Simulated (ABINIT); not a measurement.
Runs of ABINIT 10.8.3 (patched build) on Zn. It takes space group Im-3m (No. 229, cubic). Conventional cell: a = 3.138 Å, b = 3.138 Å, c = 3.138 Å, α = 90.00°, β = 90.00°, γ = 90.00°. Around Zn (site symmetry m-3m) lie 8 Zn at 2.72 Å. This isn't the form of Zn at room conditions, which is hcp.

```tsv
level	gap on the mesh (eV)	pressure (GPa)
AM05	none	-5.5
SCAN	none	-6.8
PBEsol	none	-5.3
LDA	none	-8.4
BLYP	none	(b)
r2SCAN	none	(a)
```

Alike in all rows: task band structure; potentials or basis JTH PAW PBE v2.0; no spin polarisation; cell as given; k mesh 12 × 12 × 12; cutoff (eV) 707; smearing fermi-dirac 0.05 eV.

**Question.** Estimate the missing entries.

**Answer.** (a) -5.1; (b) 6.1.

Caveats: the PAW data sets were made with another functional, which shifts forces and pressure a little.

A gap of «none» marks a metal or a gap under the smearing width.
